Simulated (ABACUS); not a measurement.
CoO:

```xyz
2
Lattice="1.5055 0.8692 2.4399 -1.5055 0.8692 2.4399 0.0000 -1.7384 2.4399" Properties=species:S:1:pos:R:3 pbc="T T T"
Co    0.0000    0.0000    0.0000
O     0.0000    0.0000    3.6599
```

The cell is a database's computed one.

```yaml
Program: ABACUS 3.10.1
Task: single point
Functional: PBE
Potentials_or_basis: PseudoDojo NC SR 0.4.1 PBE standard
Cutoff: 1361 eV
Density_cutoff: 5442 eV
Basis: DZP LCAO (the cutoffs set its grid)
k_mesh: 11 × 11 × 11
Occupations: fermi-dirac, width 0.05 eV
Spin: collinear spin, ferromagnetic start
Starting_moments: "[2.0, 0.0] μB"
```

On this cell: pressure 0.8 GPa; largest force under 0.003 eV/Å; net moment 2.98 μB per cell; site moments Co +2.68; O +0.31 μB; band gap on the k mesh none (metal or under the smearing width).

The same run follows on a disturbed copy (atoms moved at random, drawn with an rms of 0.05 Å):

```
Co O
1.0
     1.50547    0.86918    2.43993
    -1.50547    0.86918    2.43993
     0.00000   -1.73837    2.43993
Co O
1 1
Direct
  0.99683 0.00019 0.00637
  0.47022 0.51568 0.50987
```

Question: What changes?

Answer: The energy (extrapolated to zero smearing) moves by +1.5 meV/atom; pressure 1.2 GPa; largest force 0.094 eV/Å; net moment 2.98 μB per cell; site moments Co +2.67; O +0.31 μB; band gap on the k mesh none (metal or under the smearing width).

Forces on the atoms (eV/Å):
```
Co  -0.089 -0.018 -0.023
O    0.089  0.018  0.023
```

Stress tensor (GPa, compression positive):
```
 1.22 -0.20  0.01
-0.20  1.18 -0.34
 0.01 -0.34  1.06
```

Caveats: the atomic orbitals were generated for these runs and aren't a published set; the basis of atomic orbitals isn't converged, which shifts pressures, moduli and gaps; a cell with one magnetic atom can't hold antiferromagnetic order, which such compounds often take; semilocal functionals often make such compounds metallic where correlation or magnetic order opens a gap, which also shifts bond lengths.
